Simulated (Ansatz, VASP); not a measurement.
**GaP: VASP beside Ansatz**

One calculation is typed for both programs; each brings its own data sets and cutoff. How far apart do they land? The cell is taken from a series of VASP runs on this material, whose earlier steps may have relaxed, scaled or displaced it; both programs get it as it stands.

Calculated with Ansatz 0.2.0; plane waves, with VASP 6.6.1 beside it; band structure at r2SCAN-EpsX with an exact-exchange share of 0.093 and band structure at HSE06, spin-orbit coupling.

**1. Starting point**

It takes space group F-43m (No. 216, cubic). Conventional cell: a = 5.451 Å, b = 5.451 Å, c = 5.451 Å, α = 90.00°, β = 90.00°, γ = 90.00°. Nearest to Ga lie 4 P at 2.36 Å. Nearest to P lie 4 Ga at 2.36 Å. Farther neighbours are not listed.

**2. VASP: band structure, r2SCAN-EpsX with an exact-exchange share of 0.093**

The same path points are solved in both programs, so levels can be compared one by one.

Lines of VASP's logs that name or quote its potential files are left out, and so is its time.

The run reads the wave functions of an earlier VASP run, which isn't shown here.

INCAR

```
SYSTEM = GaP
PREC = Accurate
ENCUT = 350
EDIFF = 1E-06
NELM = 100
ISMEAR = 0
SIGMA = 0.03
LREAL = .FALSE.
ALGO = Normal
LHFCALC = .TRUE.
AEXX = 0.093
METAGGA = R2SCAN
LASPH = .TRUE.
NBANDS = 15
PRECFOCK = Fast
HFRCUT = -1
LORBIT = 11
LWAVE = .FALSE.
LCHARG = .FALSE.
KPAR = 4
```

POSCAR

```
GaP
1.0
    0.0000000000      2.7252500000      2.7252500000
    2.7252500000      0.0000000000      2.7252500000
    2.7252500000      2.7252500000      0.0000000000
Ga P
1 1
Direct
    0.0000000000      0.0000000000      0.0000000000
    0.7500000000      0.7500000000      0.7500000000
```

KPOINTS

```
Automatic mesh
0
Gamma
5 5 5
0 0 0
```

KPOINTS_OPT

```
Line mode
10
Line-mode
Reciprocal
  0.00000000   0.00000000   0.00000000 GAMMA
  0.50000000   0.00000000   0.50000000 X

  0.50000000   0.00000000   0.50000000 X
  0.50000000   0.25000000   0.75000000 W

  0.50000000   0.25000000   0.75000000 W
  0.37500000   0.37500000   0.75000000 K

  0.37500000   0.37500000   0.75000000 K
  0.00000000   0.00000000   0.00000000 GAMMA

  0.00000000   0.00000000   0.00000000 GAMMA
  0.50000000   0.50000000   0.50000000 L

  0.50000000   0.50000000   0.50000000 L
  0.62500000   0.25000000   0.62500000 U

  0.62500000   0.25000000   0.62500000 U
  0.50000000   0.25000000   0.75000000 W

  0.50000000   0.25000000   0.75000000 W
  0.50000000   0.50000000   0.50000000 L

  0.50000000   0.50000000   0.50000000 L
  0.37500000   0.37500000   0.75000000 K

  0.62500000   0.25000000   0.62500000 U
  0.50000000   0.00000000   0.50000000 X
```

PAW data sets: Ga_d and P (PBE family, release 64).

Command:

```
$ mpirun -np 4 vasp_std
```

Numbers of over 12 decimals in the logs are rounded to 6 here.

The program printed:

```text
[banner, memory and clock lines left out]
running    4 mpi-ranks, on    1 nodes
 distrk:  each k-point on    1 cores,    4 groups
 distr:  one band on    1 cores,    1 groups

 POSCAR found type information on POSCAR GaP
 POSCAR found :  2 types and       2 ions
|                                                                             |
|               ----> ADVICE to this user running VASP <----                  |
|                                                                             |
|     You enforced a specific xc type in the INCAR file but a different       |
|     [... a line on the potential file left out ...]
|     I HOPE YOU KNOW WHAT YOU ARE DOING!                                     |
|                                                                             |

 LDA part: xc-table for (None), standard interpolation
 found WAVECAR, reading the header
 POSCAR, INCAR and KPOINTS ok, starting setup
 FFT: planning ... GRIDC
 FFT: planning ... GRID_SOFT
 FFT: planning ... GRID
 HFRCUT set to (new)   10.650177
 reading WAVECAR
 the WAVECAR file was read successfully
 initial charge from wavefunction
 entering main loop
       N       E                     dE             d eps       ncg     rms          rms(c)
DAV:   1    -0.212810567390E+02   -0.21281E+02   -0.11585E+00   363   0.176E+01    0.264E+00
DAV:   2    -0.212653039958E+02    0.15753E-01   -0.70957E-02   434   0.473E+00    0.191E+00
DAV:   3    -0.212653527812E+02   -0.48785E-04   -0.61968E-03   377   0.135E+00    0.120E+00
DAV:   4    -0.212656872221E+02   -0.33444E-03   -0.97525E-04   370   0.309E-01    0.736E-01
DAV:   5    -0.212658092473E+02   -0.12203E-03   -0.12005E-04   364   0.984E-02    0.455E-01
DAV:   6    -0.212658622260E+02   -0.52979E-04   -0.25754E-05   384   0.479E-02    0.279E-01
DAV:   7    -0.212658861111E+02   -0.23885E-04   -0.71600E-06   356   0.270E-02    0.169E-01
DAV:   8    -0.212658971792E+02   -0.11068E-04   -0.24629E-06   356   0.163E-02    0.102E-01
DAV:   9    -0.212659026112E+02   -0.54320E-05   -0.88357E-07   255   0.102E-02    0.613E-02
DAV:  10    -0.212659054202E+02   -0.28089E-05   -0.55245E-07   185   0.767E-03    0.366E-02
DAV:  11    -0.212659069480E+02   -0.15278E-05   -0.24493E-07   150   0.535E-03    0.215E-02
DAV:  12    -0.212659078212E+02   -0.87321E-06   -0.10575E-07   150   0.367E-03
   1 F= -.21265908E+02 E0= -.21265908E+02  d E =-.716874E-12
 Start KPOINTS_OPT (optional k-point list driver)
k-point batch [1-10\100]
       N       E                     dE             ncg
DAV:   1    -0.278362356873E+03   -0.34773E+04      300
DAV:   2    -0.114529884814E+04   -0.86694E+03      349
DAV:   3    -0.120813949007E+04   -0.62841E+02      370
DAV:   4    -0.120925331781E+04   -0.11138E+01      370
DAV:   5    -0.120927216597E+04   -0.18848E-01      444
DAV:   6    -0.120927262836E+04   -0.46240E-03      437
DAV:   7    -0.120927263763E+04   -0.92615E-05      410
DAV:   8    -0.120927263777E+04   -0.14562E-06      318
[...]
k-point batch [91-100\100]
       N       E                     dE             ncg
DAV:   1    -0.453620281812E+03   -0.60869E+04      300
DAV:   2    -0.124902626032E+04   -0.79541E+03      349
DAV:   3    -0.129920579846E+04   -0.50180E+02      384
DAV:   4    -0.130001610882E+04   -0.81031E+00      384
DAV:   5    -0.130003160478E+04   -0.15496E-01      384
DAV:   6    -0.130003249093E+04   -0.88615E-03      499
DAV:   7    -0.130003249697E+04   -0.60348E-05      389
DAV:   8    -0.130003249702E+04   -0.52142E-07      325
```

From OUTCAR (step 2):

```text
ion  position               nearest neighbor table
   1  0.000  0.000  0.000-   2 2.36   2 2.36   2 2.36   2 2.36
   2  0.750  0.750  0.750-   1 2.36   1 2.36   1 2.36   1 2.36

  LATTYP: Found a face centered cubic cell.
 ALAT       =     5.4505000000

 Subroutine GETGRP returns: Found 24 space group operations
 (whereof 24 operations were pure point group operations)

The static configuration has the point symmetry T_d .

 Found     10 irreducible k-points:

   k-points           NKPTS =     10   k-points in BZ     NKDIM =    125   number of bands    NBANDS=     15

   dimension x,y,z NGX =    24 NGY =   24 NGZ =   24
   dimension x,y,z NGXF=    48 NGYF=   48 NGZF=   48

   ENCUT  =  350.0 eV  25.72 Ry    5.07 a.u.   5.88  5.88  5.88*2*pi/ulx,y,z

   NELECT =      18.0000    total number of electrons

 k-points in reciprocal lattice and weights: Automatic mesh
   0.00000000  0.00000000  0.00000000       0.008
   0.20000000  0.00000000  0.00000000       0.064
   0.40000000  0.00000000  0.00000000       0.064
   0.20000000  0.20000000  0.00000000       0.048
   0.40000000  0.20000000  0.00000000       0.192
  -0.40000000  0.20000000  0.00000000       0.192
  -0.20000000  0.20000000  0.00000000       0.096
   0.40000000  0.40000000  0.00000000       0.048
  -0.40000000  0.40000000  0.00000000       0.096
  -0.40000000  0.40000000  0.20000000       0.192

  exchange ACFDT corr.  =         0.00000000  see jH, gK, PRB 81, 115126

 average (electrostatic) potential at core
       1 -66.8944       2 -84.6130

 E-fermi :   4.3509

 k-point     1 :       0.0000    0.0000    0.0000
  band No.  band energies     occupation
    ...
      5     -11.5846      2.00000
      6      -9.2392      2.00000
      7       4.2162      2.00000
      8       4.2162      2.00000
      9       4.2162      2.00000
     10       7.0793      0.00000
     11       8.9353      0.00000
     12       8.9354      0.00000
     13       8.9355      0.00000
     14      14.2221      0.00000
    ...

 k-point     2 :       0.2000    0.0000    0.0000
  band No.  band energies     occupation
    ...
      5     -11.5841      2.00000
      6      -8.7024      2.00000
      7       1.0877      2.00000
      8       3.6961      2.00000
      9       3.6961      2.00000
     10       7.4537      0.00000
     11       9.6842      0.00000
     12       9.6843      0.00000
     13      10.8043      0.00000
     14      14.1716      0.00000
    ...

 k-point     3 :       0.4000    0.0000    0.0000
  band No.  band energies     occupation
    ...
      5     -11.5794      2.00000
      6      -7.3927      2.00000
      7      -2.2431      2.00000
      8       3.0947      2.00000
      9       3.0948      2.00000
     10       6.8384      0.00000
     11       9.8683      0.00000
     12       9.8684      0.00000
     13      13.4976      0.00000
     14      15.5603      0.00000
    ...

  energy-cutoff  :      350.00
  volume of cell :       40.48
      direct lattice vectors                 reciprocal lattice vectors
     0.000000000  2.725250000  2.725250000    -0.183469406  0.183469406  0.183469406
     2.725250000  0.000000000  2.725250000     0.183469406 -0.183469406  0.183469406
     2.725250000  2.725250000  0.000000000     0.183469406  0.183469406 -0.183469406

 POSITION                                       TOTAL-FORCE (eV/Angst)
 -----------------------------------------------------------------------------------
      0.00000      0.00000      0.00000         0.000000      0.000000      0.000000
      4.08788      4.08788      4.08788        -0.000000     -0.000000     -0.000000
 -----------------------------------------------------------------------------------
    total drift:                               -0.000127      0.000009     -0.000037

  FREE ENERGIE OF THE ION-ELECTRON SYSTEM (eV)
  ---------------------------------------------------
  free  energy   TOTEN  =       -21.2659078212 eV

  energy  without entropy=      -21.2659078212  energy(sigma->0) =      -21.26590782

 total charge
# of ion       s       p       d       tot
------------------------------------------
    1        0.818   0.850  10.023  11.691
    2        1.005   1.555   0.000   2.560
--------------------------------------------------
tot          1.823   2.405  10.023  14.251

[... 3 further parts left out ...]
```

The k-mesh is coarse for unscreened exact exchange, which converges slowly with it. The PAW data sets were made with PBE, which is usual practice but a small mismatch for other functionals.

**3. Ansatz: band structure, r2SCAN-EpsX with an exact-exchange share of 0.093**

Ansatz runs on its default PAW (the set named soft_2) files.

The same cell, functional, mesh and smearing now go to Ansatz, which takes its cutoff from its data sets.

input.yaml

```yaml
crystal:
  lattice:
    - [0.0, 2.72525, 2.72525]
    - [2.72525, 0.0, 2.72525]
    - [2.72525, 2.72525, 0.0]
  atoms:
    - { symbol: Ga, position: [0.0, 0.0, 0.0] }
    - { symbol: P, position: [0.75, 0.75, 0.75] }
hamiltonian:
  xc: { exchange: r2scan, correlation: r2scan, exx: { coeff: 0.093 } }
  pseudopotentials: { kind: paw }
kpoints:
  mp_grid: { grid: [5, 5, 5] }
  band_path:
    path:
      - [0.0, 0.0, 0.0]
      - [0.44444, 0.0, 0.44444]
      - [0.5, 0.0, 0.5]
      - [0.5, 0.22222, 0.72222]
      - [0.40278, 0.34722, 0.75]
      - [0.125, 0.125, 0.25]
      - [0.27778, 0.27778, 0.27778]
      - [0.55556, 0.38889, 0.55556]
      - [0.58333, 0.25, 0.66667]
      - [0.5, 0.30556, 0.69444]
      - [0.48611, 0.48611, 0.52778]
      - [0.625, 0.25, 0.625]
      - [0.5, 0.0, 0.5]
    npoints: 1
scf:
  occupations: { method: gaussian, width: 0.03 }
  n_extra_bands: 7
output:
  forces: true
  stress: true
  eigenvalues: true
```

Command:

```
$ ansatz run input.yaml --threads 4 --pin off --max-ram 9216MiB --backend cpu --events-out ev --progress --plain --runs-dir out
```

The program printed:

```text
Warning: output.stress: scf.convergence.dr2_threshold = 1e-7 eV (the SCF's general default) is looser than the 2e-10 eV advised for a printed stress (1e-10 eV for each atom of the cell: 2). What an SCF threshold leaves in a stress goes as its square root, and in the free energy as the threshold itself, and one threshold admits the most on a small cell: [figures from the program's tests cut] Set scf.convergence.dr2_threshold to 2e-10 eV or tighter. The threshold is an SCF's pass mark: one that does not reach it within its budget of iterations ends unconverged, or closes short of it on a stop that the run arms, and scf.convergence.dr2_threshold's page says what that costs each kind of run
Warning: output.stress: scf.exx.energy_threshold = 1e-6 eV is looser than the 2e-8 eV advised for a stress under a hybrid functional (1e-8 eV for each atom of the cell: 2). Every SCF of the exchange loop can meet its threshold on dr2 while the loop round them stops early: no threshold on dr2 bounds what that leaves in the stress. Set scf.exx.energy_threshold to 2e-8 eV or tighter. The threshold is the loop's pass mark: a loop that does not reach it within its budget of cycles ends unconverged, and scf.exx.energy_threshold's page has the law
scf.n_extra_bands = 7 over 9 filled bands (N_el = 18.0): the run solves 16 bands
Engine: ansatz 0.2.0, aarch64-unknown-linux-gnu
Pseudopotentials: kind: paw
Pseudopotential: Ga, paw, valence charge 13, recommended cutoff 500 eV (meta_gga), Ga.paw.azcp
Pseudopotential: P, paw, valence charge 5, recommended cutoff 500 eV (meta_gga), P.paw.azcp
Functional definition: unnamed
  parameter a_1 = 0.093
  exchange = (1 - a_1)*r2scan_x + a_1*exact_x
  correlation = r2scan_c
Crystal: 2 atoms, lattice volume = 40.481 Å³
Basis set: ecut = 500 eV, 965 PW (Γ), exchange–correlation on 120×120×120 points (64 copies of the dense FFT grid, shifted against one another)
Bands: 16, of which v1, the nominal top of the filled ones, is band 9 counted from 1 (8 counted from 0)
Symmetry: 24 space group operations
Space group: F-43m (ITA 216), of the structure as read, at distance tolerance 3.4e-5 Å
k-points: 10 of 125 (time reversal used)
Non-local potential: Ga, projectors of the file, l = 0: 2, l = 1: 2, l = 2: 3, l = 3: 1
Non-local potential: P, projectors of the file, l = 0: 2, l = 1: 2, l = 2: 2
PAW form: soft (Blöchl's): semilocal exchange-correlation on the pseudo side does not see the compensation charge
PAW frozen core: Ga, regenerated for the run's functional, and the local potential with it (the file was generated under x = pbe(κ = 0.804, μ = 0.219515), c = pbe(β = 0.066725))
PAW frozen core: P, regenerated for the run's functional, and the local potential with it (the file was generated under x = pbe(κ = 0.804, μ = 0.219515), c = pbe(β = 0.066725))
PAW one-centre angular grid: Ga, 590 points (default); XC on 160 Gauss nodes
PAW one-centre angular grid: P, 302 points (default); XC on 160 Gauss nodes
Initial density: superposition of atomic densities (neutral atoms: chi_scale 0, normalization atom), corrected by the library's trained network
Initial wavefunctions: pseudopotential atomic-orbital guess
Functional: x = r2scan, c = r2scan; τ floored in thin density (d = 2e-4 eV/Å³), warm-up for x = 0.907 r2scan + 0.093 exact, c = r2scan; τ floored in thin density (d = 2e-4 eV/Å³)
SCF iter   1: F=—  HF=-4550.432000 eV  |F-HF|=—  |Δ(HF+E_count)|=         —  Δρ=8.33e-3  dr2=1.51e-2  dr2_τ=7.70e-3  ethr=1.77e-3  ⟨swp⟩=10.6  Hψ=784  notcnv=0
preconditioner: auto → none  [insulator: Δε(μ)=1.789 eV  Ē_g=19.017 eV  σ=0.030 eV  W_gap=1.00  n_scr=14 (ndim 8)  ℏωp=24.8 eV  f_vac=0.013  D(μ)=0.00/eV (n_scr^D=0)]
SCF iter   2: F=—  HF=-4550.444227 eV  |F-HF|=—  |Δ(HF+E_count)|=   1.22e-2  Δρ=2.36e-3  dr2=2.49e-3  dr2_τ=7.44e-5  ethr=8.40e-5  ⟨swp⟩=4.7  Hψ=552  notcnv=0  defer=2
SCF iter   3: F=—  HF=-4550.443587 eV  |F-HF|=—  |Δ(HF+E_count)|=   6.40e-4  Δρ=1.96e-3  dr2=6.10e-4  dr2_τ=6.58e-6  ethr=1.38e-5  ⟨swp⟩=3.3  Hψ=382  notcnv=0
SCF iter   4: F=-4550.443817 eV  HF=-4550.443861 eV  |F-HF|=4.35e-5  |Δ(HF+E_count)|=   2.74e-4  Δρ=4.86e-4  dr2=8.30e-5  dr2_τ=1.62e-6  ethr=3.39e-6  ⟨swp⟩=3.0  Hψ=295  notcnv=0
SCF 1 stopped early in 4 iterations: F = -4550.443817 eV  dr2 = 8.30e-5
  greatest PAW one-centre occupation: 0.993 electrons in one spin orbital (limit 2), on the Ga atom at site 0 (counted from 0), in its partial waves of l = 2
Initial density: handed on by an earlier stage of this run
Initial wavefunctions: those handed on with the density
Functional: x = 0.907 r2scan + 0.093 exact, c = r2scan; τ floored in thin density (d = 2e-4 eV/Å³)
Frozen-core exchange: fock
SCF iter   1: F=—  HF=-4549.948839 eV  |F-HF|=—  |Δ(HF+E_count)|=         —  Δρ=3.40e-3  dr2=2.13e-3  dr2_τ=1.29e-5  ethr=4.61e-6  ⟨swp⟩=5.2  Hψ=675  notcnv=0
preconditioner: auto → none  [insulator: Δε(μ)=2.295 eV  Ē_g=20.098 eV  σ=0.030 eV  W_gap=1.00  n_scr=14 (ndim 8)  ℏωp=24.8 eV  f_vac=0.010  D(μ)=0.00/eV (n_scr^D=0)]
SCF iter   2: F=—  HF=-4549.948060 eV  |F-HF|=—  |Δ(HF+E_count)|=   7.78e-4  Δρ=6.54e-4  dr2=1.63e-4  dr2_τ=4.29e-6  ethr=4.61e-6  ⟨swp⟩=4.0  Hψ=440  notcnv=0
SCF iter   3: F=—  HF=-4549.948427 eV  |F-HF|=—  |Δ(HF+E_count)|=   3.66e-4  Δρ=3.61e-4  dr2=2.16e-5  dr2_τ=5.98e-7  ethr=8.04e-7  ⟨swp⟩=3.0  Hψ=280  notcnv=0
SCF iter   4: F=—  HF=-4549.948431 eV  |F-HF|=—  |Δ(HF+E_count)|=   3.71e-6  Δρ=1.10e-4  dr2=2.80e-6  dr2_τ=7.55e-8  ethr=1.17e-7  ⟨swp⟩=2.0  Hψ=250  notcnv=0
iter 5 solved again at ethr=1.78e-10 eV; its pass at ethr=1.28e-8 eV (dr2=3.20e-8 eV) is discarded
SCF iter   5: F=-4549.948432 eV  HF=-4549.948432 eV  |F-HF|=1.24e-9  |Δ(HF+E_count)|=   1.06e-6  Δρ=9.87e-6  dr2=3.30e-7  dr2_τ=1.90e-9  ethr=1.78e-10  ⟨swp⟩=4.8  Hψ=834  notcnv=0  defer=2
SCF 2 stopped early in 5 iterations: F = -4549.948432 eV  dr2 = 3.30e-7
  greatest PAW one-centre occupation: 0.994 electrons in one spin orbital (limit 2), on the Ga atom at site 0 (counted from 0), in its partial waves of l = 2
hybrid outer 1: dexx = +3.225e-4 eV, tail = 1.02e-6 eV
Frozen-core exchange: fock
SCF iter   1: F=—  HF=-4549.948424 eV  |F-HF|=—  |Δ(HF+E_count)|=         —  Δρ=1.18e-5  dr2=8.10e-8  dr2_τ=2.04e-9  ethr=2.83e-8  ⟨swp⟩=4.3  Hψ=345  notcnv=0
preconditioner: auto → none  [insulator: Δε(μ)=2.305 eV  Ē_g=20.043 eV  σ=0.030 eV  W_gap=1.00  n_scr=14 (ndim 8)  ℏωp=24.8 eV  f_vac=0.010  D(μ)=0.00/eV (n_scr^D=0)]
SCF iter   2: F=-4549.948424 eV  HF=-4549.948424 eV  |F-HF|=5.44e-9  |Δ(HF+E_count)|=   1.91e-8  Δρ=4.16e-6  dr2=9.00e-9  dr2_τ=2.12e-10  ethr=4.13e-10  ⟨swp⟩=3.3  Hψ=287  notcnv=0
SCF 3 converged in 2 iterations: F = -4549.948424 eV  dr2 = 9.00e-9
  Residual-converged pass: ⟨swp⟩=3.9  Hψ=360  notcnv=0  max |occ|·‖R‖ = 2.2e-6 eV (tolerance 2.4e-6 eV)  dr2=9.06e-9  dr2_τ=2.10e-10  dr2_onsite=9.65e-10  max |Δocc| = 0.0e0
hybrid outer 2: dexx = +1.001e-8 eV, tail = 2.02e-8 eV, Δε = 5.23e-4 eV (about 1.18e-4 eV left of the loop's levels)
NSCF: frozen V_eff on 13 k-points
hybrid SCF converged: 2 outer / 7 inner (+4 warm-up), last move |dexx| = 1.00e-8 eV, tail = 2.02e-8 eV
Stability not checked: this state was not tested for a lower state beside it, because the functional holds exact exchange (a hybrid, or Hartree-Fock), whose exchange loop this test does not read (fock_operator; see scf.lower_state_search)
Free energy (F): -4549.948424 eV
Frozen-core exchange: fock
Harris-Foulkes:  -4549.948424 eV  (|F-HF|=5.44e-9)
Internal energy: -4549.948424 eV  (E = F + TS)
E sigma→0 (E₀):  -4549.948424 eV
Fermi energy:    7.811363 eV
--- Per-component energies (eV) ---
  E_band       = -83.037929
  E_kinetic    = 185.371983
  E_local      = -2204.088940  (includes V_loc(G=0)·N_el)
  E_nonlocal   = 460.997070
  E_hartree    = 1022.186634
  E_xc         = -110.918332
  E_vxc        = -113.762832  (∫ρ·V_xc dr)
  E_exx        = -23.688550  (= α·E_x^exact, valence–valence)
  E_paw        = -2566.509315  (= ΣΔE_a)
  E_vpaw       = -413.704115  (= ΣTr[D̂ρ^β])
  E_aug_tail   = -0.000042  (compensation charges beyond the density's cutoff)
  E_vtau       = 5.151740  (kinetic-family band-sum trace: ∫τ·v_τ [+ j·A + Jᵃ·Aᵃ] dr)
  E_ewald      = -1312.644944
  E_core_change = -0.653989  (= ΣΔE_core)
  E_smearing   = -0.000000  (= −TS)
  E_closure    = 0.000000  (closes the sum)
  Σ components = -4549.948424   (vs F -4549.948424, Δ=0.00e0)
--- Forces (eV/Å), atoms counted from 1 ---
  atom   1  Ga    -0.00000000     0.00000000    -0.00000000
  atom   2  P      0.00000000     0.00000000     0.00000000
  max |Σ_I F_I| component: 9.25e-17 eV/Å
--- Stress (GPa, compression-positive) ---
       -0.182780       0.000000       0.000000
        0.000000      -0.182780       0.000000
       -0.000000       0.000000      -0.182780
  P = ⅓ Tr σ = -0.1828 GPa (-1.828 kbar)
--- Band table (eV; the first three rows and the last of 10) ---
  k-point 0: bands = [... 5 lower, -6.8090, 6.6591, 6.6591, 6.6591, 9.5370, 11.3587, 11.3587, 11.3587, ... 3 higher]
  k-point 1: bands = [... 5 lower, -6.2671, 3.5236, 6.1356, 6.1356, 9.8932, 12.1063, 12.1063, 13.2464, ... 3 higher]
  k-point 2: bands = [... 5 lower, -4.9607, 0.1924, 5.5347, 5.5347, 9.2782, 12.2871, 12.2871, 15.9329, ... 3 higher]
  k-point 9: bands = [... 5 lower, -3.9444, 0.0451, 2.7610, 3.7873, 11.5575, 12.1256, 12.9747, 16.3314, ... 3 higher]
```

The job ended after 29 s (4 threads of Arm Neoverse V2, shared host; peak memory 1.1 GiB; 1.7 min of CPU time).

In the SCF lines HF is the Harris–Foulkes energy and dr2 the Hartree energy of the density residual, in eV; the loop may stop once dr2 is under the threshold and the program's other checks hold. Hψ counts applications of the Hamiltonian.

(Part 1 of 2 ends here.)

[Lines on the potential files, build, host, timing and source positions are cut from VASP's logs without a mark.]

[Logs are printed without paths, hosts, clocks, repeated set-up lines and the standing remarks that a program may print on its own settings, such as how far it seeks lower states.]

[Hosts, paths, dates, database ids (printed as entryN), source tags and the programs' standing remarks are cut or masked in the printed files.]
